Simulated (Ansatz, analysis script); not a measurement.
Entries from a set of simulations; values are calculated unless marked as measured. Some values are withheld and marked by numbers in brackets.

```
Energy of spin spirals in a free-standing triangular Co monolayer, spacing 2.65 
1.0
     2.65000    0.00000    0.00000
    -1.32500    2.29497    0.00000
     0.00000    0.00000   14.00000
Co
1
Direct
  0.00000 0.00000 0.50000
# method: PBE, PAW set soft_1; spin spirals by the generalised Bloch theorem, no spin–orbit coupling (and 2 further levels or steps)
# program: Ansatz 0.2.0 and analysis script 1
# settings of one run: cutoff 420 eV, 24×24×1 k-mesh, Fermi-Dirac occupations, smearing width 0.1 eV, cone angle 90 °, wavevectors 10, starting moments 2.07 μB
# notes: No spin model is given, since a fit of a few shells misses single points by over 4 % of their range. The cell was taken as built, with atoms unrelaxed. In doubt: the program’s search for lower states was switched off, so a lower magnetic state than those reached may exist.
# lowest point of the path: q = 0
# highest point: [1]
```

Fill in the bracketed values.

[1] highest point (free-standing triangular Co monolayer, spacing 2.65 Å): 244 meV a magnetic atom. No spiral that was run lies below the ferromagnetic state at q = 0, and winding the moments costs up to 244 meV a magnetic atom.

[Logs and program files are shortened in this print: banners, set-up blocks, solver, clock and traceback lines can be left out without a mark of their own.]

[Logs are printed without paths, hosts, clocks, repeated set-up lines and the standing remarks that a program may print on its own settings, such as how far it seeks lower states.]

[Hosts, paths, dates, database ids (printed as entryN), source tags and the programs' standing remarks are cut or masked in the printed files.]
